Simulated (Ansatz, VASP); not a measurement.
# Cross-check of NiTe2 between VASP and Ansatz, part 2 of 2

Aim: how closely do two programs agree when they are given the same cell, functional and k mesh? The cell is taken from a series of VASP runs on this material, whose earlier steps may have relaxed, scaled or displaced it; both programs get it as it stands.

VASP 6.6.1 and Ansatz 0.2.0.

So far: Set-up; VASP: relaxation of cell and atoms, PBEsol.

**3. Ansatz: relaxation of cell and atoms, PBEsol**

Level of this step: Ansatz beside VASP: Kohn-Sham DFT, plane waves, PBEsol (Ansatz).

Ansatz runs on its default PAW (the set named soft_2) files.

The same cell, functional, mesh and smearing now go to Ansatz, which takes its cutoff from its data sets.

File input.yaml:

```yaml
crystal:
  lattice:
    - [3.8336595222, 0.0, 0.0]
    - [-1.9168297611, 3.3200465356, 0.0]
    - [0.0, 0.0, 5.1302435446]
  atoms:
    - { symbol: Te, position: [0.6666666667, 0.3333333333, 0.7477000774] }
    - { symbol: Te, position: [0.3333333333, 0.6666666667, 0.2522999226] }
    - { symbol: Ni, position: [0.0, 0.0, 0.0], spin: 1.0 }
hamiltonian:
  xc: pbesol
  pseudopotentials: { kind: paw }
magnetization:
  spin_polarized: true
kpoints:
  mp_grid: { grid: [14, 14, 10] }
scf:
  occupations: { method: gaussian, width: 0.05 }
relax:
  f_tol: 0.01
  max_steps: 60
  cell: { stress_tol: 0.05 }
output:
  forces: true
  stress: true
  write_density: true
  write_potential: true
  elf: true
  volumetric_format: npy
```

Launch:

```sh
$ ansatz run input.yaml --threads 4 --pin off --max-ram 9216MiB --backend cpu --events-out ev --progress --plain --runs-dir out
```

Numbers of over 12 decimals in the logs are rounded to 6 here.

Output:

```text
Engine: ansatz 0.2.0, aarch64-unknown-linux-gnu
Pseudopotentials: kind: paw
Pseudopotential: Te, paw, valence charge 16, recommended cutoff 420 eV (normal), Te.paw.azcp
Pseudopotential: Ni, paw, valence charge 18, recommended cutoff 420 eV (normal), Ni.paw.azcp
Functional definition: PBEsol
  exchange = pbesol_x
  correlation = pbesol_c
Crystal: 3 atoms, lattice volume = 65.297 Å³
Basis set: ecut = 420 eV, 1265 PW (Γ), exchange–correlation on 54×54×72 points (8 copies of the dense FFT grid, shifted against one another)
Bands: 31, of which v1, the nominal top of the filled ones, is band 25 counted from 1 (24 counted from 0)
Symmetry: 12 space group operations
Space group: P-3m1 (ITA 164), of the structure as read, at distance tolerance 4.0e-5 Å
Magnetic group: BNS 164.85 (UNI 1315), of the structure as read, at distance tolerance 4.0e-5 Å
k-points: 208 of 1960
Non-local potential: Te, projectors of the file, l = 0: 2, l = 1: 2, l = 2: 2, l = 3: 2
Non-local potential: Ni, projectors of the file, l = 0: 3, l = 1: 2, l = 2: 3, l = 3: 1
PAW form: soft (Blöchl's): semilocal exchange-correlation on the pseudo side does not see the compensation charge
PAW frozen core: Te, regenerated for the run's functional, and the local potential with it (the file was generated under x = pbe(κ = 0.804, μ = 0.219515), c = pbe(β = 0.066725))
PAW frozen core: Ni, regenerated for the run's functional, and the local potential with it (the file was generated under x = pbe(κ = 0.804, μ = 0.219515), c = pbe(β = 0.066725))
PAW one-centre angular grid: Te, 590 points (default); XC on 64 Gauss nodes
PAW one-centre angular grid: Ni, 590 points (default); XC on 64 Gauss nodes
Initial density: superposition of atomic densities (chi_scale 0.1, normalization cell)
Starting moments: Σ|m| = 1 μB on 1 of 3 sites
Initial wavefunctions: pseudopotential atomic-orbital guess
Functional: x = pbesol(κ = 0.804, μ = 0.123457), c = pbesol(β = 0.046)
iter 1 solved again at ethr=2.53e-3 eV; its pass at ethr=3.10e-3 eV (dr2=1.27e0 eV) is discarded
SCF iter   1: F=—  HF=-19606.892106 eV  |F-HF|=—  |Δ(HF+E_count)|=         —  Δρ=3.58e-2 (↑1.89e-2 ↓3.58e-2)  dr2=1.28e0  dr2_m=2.75e-1  M=0.420 μB ∫|m|=0.707 μB  β_m=0.30  ethr=2.53e-3  ⟨swp⟩=1.0  Hψ=69929  notcnv=0
Mixer restart at iter 1: flushing history
preconditioner: auto → Kerker (q_TF=auto, 2.610 Å⁻¹)  [metal: Δε(μ)=0.006 eV  Ē_g=8.934 eV  σ=0.050 eV  W_gap=0.06  n_scr=22 (ndim 8)  ℏωp=21.6 eV  f_vac=0.001  D(μ)=1.04/eV (n_scr^D=2)]
spin=Collinear: Kerker preconditioning applied to the charge; magnetization (m = ρ↑ − ρ↓) channel mixes plain (no charge-response kernel on spin).
SCF iter   2: F=—  HF=-19607.623230 eV  |F-HF|=—  |Δ(HF+E_count)|=   7.31e-1  Δρ=3.35e-2 (↑1.41e-2 ↓3.35e-2)  dr2=1.25e0  dr2_m=2.32e-1  M=0.383 μB ∫|m|=0.605 μB  β_m=0.65  ethr=2.53e-3  ⟨swp⟩=2.0  Hψ=15396  notcnv=0
SCF iter   3: F=—  HF=-19608.856152 eV  |F-HF|=—  |Δ(HF+E_count)|=    1.23e0  Δρ=2.08e-2 (↑2.08e-2 ↓1.11e-2)  dr2=2.70e-1  dr2_m=1.13e-1  M=0.226 μB ∫|m|=0.360 μB  β_m=0.82  ethr=2.51e-3  ⟨swp⟩=3.0  Hψ=22384  notcnv=0  defer=638
SCF iter   4: F=—  HF=-19608.835159 eV  |F-HF|=—  |Δ(HF+E_count)|=         —  Δρ=2.13e-2 (↑5.13e-3 ↓2.13e-2)  dr2=3.41e-1  dr2_m=4.16e-2  M=0.021 μB ∫|m|=0.070 μB  β_m=0.82  ethr=5.41e-4  ⟨swp⟩=3.0  Hψ=29838  notcnv=0  defer=681
Mixer restart at iter 4: flushing history
SCF iter   5: F=—  HF=-19609.168624 eV  |F-HF|=—  |Δ(HF+E_count)|=   3.33e-1  Δρ=4.60e-2 (↑4.60e-2 ↓4.10e-2)  dr2=3.16e0  dr2_m=3.86e-3  M=0.017 μB ∫|m|=0.041 μB  β_m=0.35  ethr=5.41e-4  ⟨swp⟩=3.4  Hψ=29014  notcnv=0  defer=681  recentre
SCF iter   6: F=—  HF=-19608.754476 eV  |F-HF|=—  |Δ(HF+E_count)|=   4.14e-1  Δρ=7.55e-3 (↑3.77e-3 ↓7.55e-3)  dr2=1.37e-2  dr2_m=1.84e-2  M=0.013 μB ∫|m|=0.049 μB  β_m=0.50  ethr=5.41e-4  ⟨swp⟩=3.0  Hψ=30055  notcnv=0  defer=681
SCF iter   7: F=—  HF=-19608.781058 eV  |F-HF|=—  |Δ(HF+E_count)|=   2.66e-2  Δρ=3.07e-3 (↑3.07e-3 ↓7.31e-4)  dr2=5.67e-3  dr2_m=1.70e-3  M=0.005 μB ∫|m|=0.018 μB  β_m=0.72  ethr=2.73e-5  ⟨swp⟩=1.9  Hψ=18596  notcnv=0  defer=676
SCF iter   8: F=—  HF=-19608.782780 eV  |F-HF|=—  |Δ(HF+E_count)|=   1.72e-3  Δρ=1.57e-3 (↑9.82e-4 ↓1.57e-3)  dr2=2.65e-3  dr2_m=5.33e-5  M=0.001 μB ∫|m|=0.003 μB  β_m=0.86  ethr=1.13e-5  ⟨swp⟩=2.0  Hψ=18602  notcnv=0  defer=677
SCF iter   9: F=—  HF=-19608.782767 eV  |F-HF|=—  |Δ(HF+E_count)|=   1.27e-5  Δρ=5.70e-4 (↑4.39e-4 ↓5.70e-4)  dr2=4.77e-4  dr2_m=2.63e-6  M=0.000 μB ∫|m|=0.001 μB  β_m=0.88  ethr=5.29e-6  ⟨swp⟩=2.0  Hψ=13949  notcnv=0  defer=677
SCF iter  10: F=—  HF=-19608.782750 eV  |F-HF|=—  |Δ(HF+E_count)|=   1.70e-5  Δρ=1.13e-4 (↑1.02e-4 ↓1.13e-4)  dr2=3.34e-5  dr2_m=2.78e-8  M=-0.000 μB ∫|m|=0.000 μB  β_m=0.94  ethr=9.54e-7  ⟨swp⟩=2.0  Hψ=15135  notcnv=0  defer=677
SCF iter  11: F=—  HF=-19608.782750 eV  |F-HF|=—  |Δ(HF+E_count)|=   7.70e-8  Δρ=2.21e-5 (↑2.21e-5 ↓1.62e-5)  dr2=2.17e-6  dr2_m=1.10e-8  M=-0.000 μB ∫|m|=0.000 μB  β_m=0.97  ethr=6.67e-8  ⟨swp⟩=2.0  Hψ=15318  notcnv=0  defer=677
SCF iter  12: F=—  HF=-19608.782750 eV  |F-HF|=—  |Δ(HF+E_count)|=   3.02e-7  Δρ=1.79e-5 (↑1.19e-5 ↓1.79e-5)  dr2=5.50e-7  dr2_m=5.84e-9  M=-0.000 μB ∫|m|=0.000 μB  β_m=0.98  ethr=4.33e-9  ⟨swp⟩=2.0  Hψ=16652  notcnv=0  defer=677
SCF iter  13: F=—  HF=-19608.782750 eV  |F-HF|=—  |Δ(HF+E_count)|=   1.39e-7  Δρ=1.72e-5 (↑1.49e-5 ↓1.72e-5)  dr2=5.49e-7  dr2_m=8.46e-10  M=-0.000 μB ∫|m|=0.000 μB  β_m=0.80  ethr=1.10e-9  ⟨swp⟩=1.0  Hψ=12896  notcnv=0  defer=677
SCF iter  14: F=—  HF=-19608.782750 eV  |F-HF|=—  |Δ(HF+E_count)|=   5.24e-8  Δρ=1.63e-6 (↑1.06e-6 ↓1.63e-6)  dr2=3.83e-9  dr2_m=6.44e-11  M=-0.000 μB ∫|m|=0.000 μB  β_m=0.90  ethr=1.10e-9  ⟨swp⟩=2.0  Hψ=14877  notcnv=0  defer=677
SCF iter  15: F=-19608.782750 eV  HF=-19608.782750 eV  |F-HF|=1.46e-10  |Δ(HF+E_count)|=  5.46e-11  Δρ=3.48e-7 (↑3.10e-7 ↓3.48e-7)  dr2=3.64e-10  dr2_m=4.89e-13  M=0.000 μB ∫|m|=0.000 μB  ethr=7.66e-12  ⟨swp⟩=5.5  Hψ=67940  notcnv=0
WARN: the starting moments were not kept: the SCF closed with an absolute magnetisation of 5.9e-7 μB, where they sum to 1 μB in size (1 site). That is at most 0.1 of that sum. Measured as dr2_m measures the in/out step, that magnetisation stands 5.0e-13 eV from none, at or under the dr2_threshold of 1.0e-7 eV: it is no larger than a step whose dr2_m would equal this threshold. The system may hold no moment; this SCF  [...]
SCF 1 converged in 15 iterations: F = -19608.782750 eV  dr2 = 3.64e-10
  greatest PAW one-centre occupation: 1.001 electrons in one spin orbital (limit 2), on the Ni atom at site 2 (counted from 0), in its partial waves of l = 1
relax step   1: F+E_penalty+E_count = -19608.78274960 eV  Δ(F+E_penalty+E_count) = +0.000e0 eV  max|allowed force component| = 1.862e-2 eV/Å  Δτ_max = 0.0000 Å  P = -0.039 GPa  Ω = 65.297 Å³  (15 SCF iters, dr2 threshold 1.00e-7 eV, accepted)
[...]
relax step   2: F+E_penalty+E_count = -19608.78243924 eV  Δ(F+E_penalty+E_count) = +3.104e-4 eV  max|allowed force component| = 4.117e-2 eV/Å  Δτ_max = 0.0091 Å  P = -0.072 GPa  Ω = 65.556 Å³  energy of the carried Pulay correction = -6.537e-5 eV  (9 SCF iters, dr2 threshold 2.17e-8 eV, rejected (line search))
[...]
relax step   3: F+E_penalty+E_count = -19608.78279045 eV  Δ(F+E_penalty+E_count) = -4.084e-5 eV  max|allowed force component| = 3.301e-5 eV/Å  Δτ_max = 0.0027 Å  P = -0.025 GPa  Ω = 65.357 Å³  energy of the carried Pulay correction = -1.519e-5 eV  (11 SCF iters, accepted)
[...]
relax step   4: F+E_penalty+E_count = -19608.78280637 eV  Δ(F+E_penalty+E_count) = -1.592e-5 eV  max|allowed force component| = 3.078e-5 eV/Å  Δτ_max = 0.0000 Å  P = -0.025 GPa  Ω = 65.357 Å³  stress off target by 4.39e-2 GPa  SCF on the basis re-selected at this cell (its energy is not comparable with the rows above)  (6 SCF iters)
basis re-selected at this cell: Δ(F+E_penalty+E_count) = -1.592e-5 eV, ΔP = -0.000 GPa vs the last step (what re-selecting the basis moved, of the pressure what is left beyond the Pulay correction that the steps carried, after the strain that the cell walked since its last selection, with what the two solves' SCF thresholds leave and, on support functions, any second-order correction that the steps lacked; it is no m [...]
SCF converged after 6 iterations
Magnetization: -0.0000 μB (25.0000 up, 25.0000 down)
Absolute magnetization: 0.0000 μB (∫|ρ↑−ρ↓|, with the PAW one-centre terms)
Spin contamination: 0.0000 ħ² per cell (⟨S²⟩ above its minimum at these occupations)
Per-site moments (μB) at R_I (Å): [(7.248008809603592e-11, 1.057351), (7.248021361578074e-11, 1.057351), (-3.960506398939535e-9, 1.057351)]
Free energy (F): -19608.782806 eV
Harris-Foulkes:  -19608.782806 eV  (|F-HF|=1.09e-11)
Internal energy: -19608.781071 eV  (E = F + TS)
E sigma→0 (E₀):  -19608.781939 eV
Entropy (-TS):   -0.001735 eV (-0.578 meV/atom)
Fermi energy:    12.968189 eV
--- Per-component energies (eV) ---
  E_band       = -786.154548
  E_kinetic    = 648.677787
  E_local      = -6840.045132  (includes V_loc(G=0)·N_el)
  E_nonlocal   = 23.351301
  E_hartree    = 3495.511555
  E_xc         = -332.856171
  E_vxc        = -319.879164  (∫ρ·V_xc dr)
  E_paw        = -10767.336857  (= ΣΔE_a)
  E_vpaw       = -1289.282173  (= ΣTr[D̂ρ^β])
  E_aug_tail   = 0.000028  (compensation charges beyond the density's cutoff)
  E_ewald      = -5837.030501
  E_core_change = 0.946919  (= ΣΔE_core)
  E_smearing   = -0.001735  (= −TS)
  E_closure    = 0.000000  (closes the sum)
  Σ components = -19608.782806   (vs F -19608.782806, Δ=0.00e0)
--- Forces (eV/Å), atoms counted from 1 ---
  atom   1  Te     0.00000000     0.00000000    -0.00003078
  atom   2  Te    -0.00000000    -0.00000000     0.00003078
  atom   3  Ni     0.00000000     0.00000000     0.00000000
  max |Σ_I F_I| component: 6.78e-21 eV/Å
--- Stress (GPa, compression-positive) ---
       -0.043904      -0.000000      -0.000000
       -0.000000      -0.043904      -0.000000
       -0.000000      -0.000000       0.011351
  P = ⅓ Tr σ = -0.0255 GPa (-0.255 kbar)
--- Band table (eV; the first three rows and the last of 416) ---
  k-point 0 ↑: bands = [... 21 lower, 11.2393, 13.2179, 13.2179, 13.8306, 13.8306, 15.5080, 16.3039, 18.4698, ... 2 higher]
  k-point 1 ↑: bands = [... 21 lower, 11.2410, 13.1175, 13.1175, 13.9482, 13.9482, 15.2233, 16.3715, 18.5762, ... 2 higher]
  k-point 2 ↑: bands = [... 21 lower, 11.2448, 12.9312, 12.9312, 14.1828, 14.1828, 14.5152, 16.5791, 18.7900, ... 2 higher]
  k-point 207 ↓: bands = [... 21 lower, 10.4021, 10.8814, 11.1494, 11.1757, 15.2179, 15.3182, 19.7641, 19.9986, ... 2 higher]
--- Relaxed structure (3 steps of the walk, 2 accepted, 1 SCFs on fresh bases) ---
  F+E_penalty+E_count = -19608.78280637 eV   max|allowed force component| = 3.078e-5 eV/Å   (the final SCF, on the basis selected at the relaxed cell)
  cell:  # Å, volume = 65.3574 Å³
    - [3.833497, 0.0, 0.0]
    - [-1.916748, 3.319906, 0]
    - [0, 0, 5.135399]
  atoms:
    - { symbol: Te, position: [0.666667, 0.333333, 0.748221] }
    - { symbol: Te, position: [0.333333, 0.666667, 0.251779] }
    - { symbol: Ni, position: [0, 0, 0.0] }
```

Wall time 1.7 min (4 threads of Arm Neoverse N1, shared host); peak memory 0.86 GiB; 6.6 min of CPU time.

**4. Comparison**

Known differences besides the potentials themselves: both relaxations stop at a tolerance, which leaves soft axes loose, and VASP keeps its plane-wave basis; the data sets hold 50 valence electrons in Ansatz (default PAW (the set named soft_2) files) and 22 in VASP; the cutoff is 420 eV in Ansatz and 520 eV in VASP; Ansatz makes its cores anew for this functional, VASP keeps those of its PBE data sets; Ansatz adds a Pulay correction to the stress that steers its cell, VASP none. Total energies have different zeros and are not compared.

Compared:

```tsv
quantity	Ansatz	VASP	difference
volume (Å³)	65.36	65.30	+0.09 %
edge a after relaxation, in the typed setting (Å)	3.833	3.834	-0.01 %
edge c after relaxation, in the typed setting (Å)	5.135	5.130	+0.10 %
```

The walks stopped with -0.03 GPa left in Ansatz and 0.00 GPa in VASP; each walk ends within a tolerance, so the volume difference is uncertain by about these residues over the bulk modulus, most in soft cells.

**5. Summary of results**

| Item | Value |
| --- | --- |
| difference in edge c after relaxation, in the typed setting (relaxation of cell and atoms, PBEsol) | 0.10 % |

In words: The difference in edge c after relaxation, in the typed setting is 0.10 % (relaxation of cell and atoms, PBEsol), within the 1.2 % picked in this series as the mark of a large difference, as far as the stopping tolerances let one tell. Such differences can come from data sets, numerical settings and the points named under the comparisons, not from the functional's error against experiment.

[Lines on the potential files, build, host, timing and source positions are cut from VASP's logs without a mark.]

[Logs are printed without paths, hosts, clocks, repeated set-up lines and the standing remarks that a program may print on its own settings, such as how far it seeks lower states.]

[Hosts, paths, dates, database ids (printed as entryN), source tags and the programs' standing remarks are cut or masked in the printed files.]
